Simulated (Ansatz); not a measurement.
Cold compression of Cr (beta tin type)

```
Cr
1.0
    -2.24948    2.24948    1.22120
     2.24948   -2.24948    1.22120
     2.24948    2.24948   -1.22120
Cr
2
Direct
  0.62500 0.87500 0.75000
  0.37500 0.12500 0.25000
```

The cell comes from a relaxation on PAW files under the same functional, begun from a prototype that needn't be the stable phase.

Its volume is scaled, and at each volume shape and atoms are relaxed on PAW files; all methods then take that cell.

Computed with Ansatz 0.2.0; functional PBE, scalar-relativistic. Settings: a Γ-centred 17×17×17 k mesh, Fermi–Dirac smearing of 0.1 eV, spin-polarised from start moments Cr1 2, Cr2 2 μB. Methods: LAPW: all electrons, basis error target 1 meV/atom; PAW: frozen-core files, cutoff 420 eV.

Energies are extrapolated to zero smearing and count from the unscaled cell; pressure is positive in compression; gaps take the mesh and a band path. No temperature or zero-point motion is included.

Antiferromagnetic order, which Cr and Mn prefer near zero pressure, wasn't tried. The start moments died away, and the runs ended non-magnetic.

```
V/V0  V (Å³/atom)  P LAPW (GPa)  ΔE LAPW (eV/atom)  P PAW − LAPW (GPa)  ΔE PAW − LAPW (meV/atom)  space group  shortest distance (Å)
1.00        12.36         -0.06              0.000                0.08                       0.0     I4_1/amd                  2.331
0.90        11.12          26.7              0.091                0.07                       0.5     I4_1/amd                  2.252
0.80         9.89             ?                  ?                   ?                         ?            ?                      ?
0.70         8.65         149.3              1.274               -0.15                       0.9     I4_1/amd                  2.076
0.60         7.42         289.0              2.907               -1.22                      -3.4     I4_1/amd                  1.976
0.50         6.18         559.5              6.057               -5.49                     -25.4     I4_1/amd                  1.863
```

Problem. Fit the Vinet equation to the LAPW pressures shown (residuals weighted by 1/(|P| + 0.03·Pmax)), and predict the pressure of the withheld row.

Solution. The fit gives V0 = 12.36 Å³/atom, B0 = 200 GPa and B0′ = 4.36. At 9.89 Å³/atom, x = (V/V0)^(1/3) = 0.9284, and P = 3·B0·(1 − x)/x²·exp[1.5·(B0′ − 1)·(1 − x)] = 71.6 GPa. The run itself gave 71.7 GPa (-0.1 % off) and ΔE = 0.452 eV/atom.

Problem. How do the Löwdin populations by LAPW change from the unscaled cell to the last row?

Solution. Cr 3s 1.95 → 1.88, Cr 4s 0.74 → 0.47, Cr 3p 5.99 → 5.95, Cr 3d 5.26 → 5.67 electrons an atom. These are projections on the shells that the free atoms fill; 0.14 e a cell lies outside them at the start and 0.07 e at the end.
